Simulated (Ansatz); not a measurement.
# Sb under changes of volume

One of the cells (30.206 Å³/atom); the others are scaled copies at fixed shape and fractional positions:

```
Sb
1.0
     2.15420    1.24373    3.75800
    -2.15420    1.24373    3.75800
     0.00000   -2.48746    3.75800
Sb
2
Direct
  0.76651 0.76651 0.76651
  0.23349 0.23349 0.23349
```

| Quantity | Value |
| --- | --- |
| Program | Ansatz 0.2.0 |
| Functional | LDA |
| Potentials or basis | all-electron LAPW, scalar-relativistic |
| Cutoff | 230 eV (chosen from the basis error) |
| Basis error allowed | 0.001 eV/atom |
| k mesh | 8 × 8 × 8 |
| Occupations | fermi-dirac, width 0.05 eV |
| Spin | no spin polarisation |

| volume (Å³/atom) | energy over the lowest point (meV/atom) | pressure (GPa) | largest force (eV/Å) |
| --- | --- | --- | --- |
| 28.393 | 9.97 | 2.8 | 0.349 |
| 28.998 | 2.38 | 1.3 | 0.229 |
| 29.602 | 0.00 | 0.0 | 0.117 |
| 30.206 | 2.25 | -1.2 | 0.012 |
| 30.810 | 8.63 | -2.2 | 0.085 |
| 31.414 | ? | ? | ? |
| 32.018 | 32.12 | -4.0 | 0.257 |

Problem. What does the run at 31.414 Å³/atom give?

Solution. Energy over the lowest point 18.72 meV/atom; pressure -3.1 GPa; largest force 0.174 eV/Å.

Worked out: A Birch-Murnaghan fit of order 3 (a polynomial in V^(-2/3)) to the other rows has its minimum at 29.60 Å³/atom with B0 = V·E''(V) = 60 GPa and B' = 4.5 at fixed shape and positions, which overstates the stiffness. It gives 18.72 meV/atom at 31.414 Å³/atom, against the run's 18.72, and -dE/dV = -3.1 GPa, against -3.1.

Energies are extrapolated to zero smearing.
